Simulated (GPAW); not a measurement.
Wanted: an ASE script for a GPAW 26.7.0 run.

* Task: dielectric tensor
* Functional: PBE
* Potentials or basis: GPAW PAW data sets (gpaw-data 1.2.1)
* Cutoff: 400 eV
* Basis: pw
* k mesh: 7 × 7 × 4
* Occupations: fermi-dirac, width 0.001 eV
* Spin: no spin polarisation
* Response ecut: 80 eV
* Maxiter: 150
* Response k mesh: 10 × 10 × 6
* Response bands: 58
* Kernels: ["RPA"]
* Coarser k mesh: 10 × 10 × 6

Crystal: ZnS (Wurtzite-2H).

```
Zn S
1.0
     3.83624    0.00000    0.00000
    -1.91812    3.32228    0.00000
     0.00000    0.00000    6.27529
Zn S
2 2
Direct
  0.66667 0.33333 0.50000
  0.33333 0.66667 0.00000
  0.66667 0.33333 0.88500
  0.33333 0.66667 0.38500
```

The input as run:

run.py

```python
import numpy as np
from ase import Atoms
from ase.dft.bandgap import bandgap
from ase.io import write
from gpaw import GPAW, PW
from gpaw.response.df import DielectricFunction

atoms = Atoms(['Zn', 'Zn', 'S', 'S'],
              cell=[[3.8362391461, 0.0, 0.0],
                    [-1.9181195731, 3.3222805555, 0.0],
                    [0.0, 0.0, 6.2752859714]],
              scaled_positions=[[0.6666666667, 0.3333333333, 0.5],
                                [0.3333333333, 0.6666666667, 0.0],
                                [0.6666666667, 0.3333333333, 0.885],
                                [0.3333333333, 0.6666666667, 0.385]],
              pbc=True)

calc = GPAW(mode=PW(400),
            xc='PBE',
            kpts={'size': (7, 7, 4), 'gamma': True},
            occupations={'name': 'fermi-dirac', 'width': 0.001},
            nbands=31,
            convergence={'density': 1e-06},
            maxiter=150,
            txt='gpaw.txt')
atoms.calc = calc
energy = atoms.get_potential_energy()
calc.write('gs.gpw')
write('result.traj', atoms)
print(f'Energy: {energy:.6f} eV')
print('Fermi level:', round(calc.get_fermi_level(), 4), 'eV')
print(f'Gap: {bandgap(calc)[0]:.4f} eV, direct: {bandgap(calc, direct=True)[0]:.4f} eV')

for size in [(10, 10, 6)]:
    name = 'x'.join(str(n) for n in size)
    dense = calc.fixed_density(kpts={'size': size, 'gamma': True},
                               nbands=64, convergence={'bands': 58, 'eigenstates': 1e-7},
                               update_fermi_level=True, txt=f'dense-{name}.txt')
    dense.write(f'{name}.gpw', mode='all')
    df = DielectricFunction(f'{name}.gpw', frequencies=np.array([0.0]), hilbert=False, eta=0.001,
                            ecut=80, nbands=58, intraband=False, txt=f'df-{name}.txt')
    for xc in ['RPA']:
        for direction in ['x', 'y', 'z', [0, 1, 1], [1, 0, 1], [1, 1, 0]]:
            e0, e = df.get_macroscopic_dielectric_constant(xc=xc, direction=direction)
            print(f'{name} {xc} {direction}: {e0:.4f} without, {e:.4f} with local fields')
```

Potentials or basis: GPAW PAW data sets (gpaw-data 1.2.1), pw.

Launch:

```bash
$ OMP_NUM_THREADS=1 python run.py
```

It gave:

The band gap on the k mesh is 2.15 eV, direct and the electronic dielectric tensor (diagonal) is 5.50, 5.50, 5.55.

Caveat: the long-wavelength limit can be off by several per cent where d states take part.

It took 2.5 min on 1 thread of AMD EPYC 7B13 (Zen 3), on a shared host, peak memory 0.45 GiB.
